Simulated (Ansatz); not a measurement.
## Lattice dynamics at Γ of ZnS (P6_3mc, 4H)

Perturbation theory with PBEsol in the plane-wave code Ansatz on the PBEsol cell, ground state and force constants on a 6×6×2 mesh. Spin-unpolarised throughout; all numbers are computed.

Space group P6_3mc (No. 186), hexagonal; conventional cell a = 3.785 Å, c = 12.392 Å, 19.22 Å³ an atom. Around Zn lie 4 S at 2.32 Å; around S lie 4 Zn at 2.32 Å.

```yaml
crystal:
  lattice:
    - [3.78483, 0.00000, 0.00000]
    - [-1.89241, 3.27776, 0.00000]
    - [0.00000, 0.00000, 12.39244]
  atoms:
    - { symbol: Zn, position: [0.66667, 0.33333, 0.75006] }
    - { symbol: Zn, position: [0.33333, 0.66667, 0.25006] }
    - { symbol: Zn, position: [0.00000, 0.00000, 0.50013] }
    - { symbol: Zn, position: [0.00000, 0.00000, 0.00013] }
    - { symbol: S, position: [0.66667, 0.33333, 0.93758] }
    - { symbol: S, position: [0.33333, 0.66667, 0.43758] }
    - { symbol: S, position: [0.00000, 0.00000, 0.68723] }
    - { symbol: S, position: [0.00000, 0.00000, 0.18723] }
```

Optical modes without the longitudinal term:
```tsv
ω (cm⁻¹)	degeneracy	IR intensity, summed over the level ((D/Å)²/amu)
55	2	0.00
57	2	0.00
69	2	0.00
140	1	0.00
142	1	0.00
195	1	0.00
278	1	16.63
280	2	31.36
283	2	0.00
287	2	0.00
290	2	0.18
336	1	0.01
336	1	0.00
337	1	0.00
```

The zone-centre optical frequencies run from 55 to 337 cm⁻¹, none imaginary (the rest of the zone wasn't tested). With the long-range field the highest mode reaches 339 cm⁻¹. By the program's warning the force constants, and with them frequencies and ε⁰, aren't converged on this mesh. Of the real levels 4 are infrared active, the strongest at 280 cm⁻¹.

ε∞: 6.04 along x and y, 6.10 along z. With the ions relaxed, ε⁰ is 8.8 along x and y, 9.1 along z. Born charges, averaged over directions: Zn +1.93, S -1.94 e.

For comparison, on the r2SCAN cell the mean ε∞ is 5.41 with r2SCAN (ground state on 6×6×2; least gap 2.74 eV), 5.89 with PBE (ground state on 6×6×2; least gap 2.18 eV).
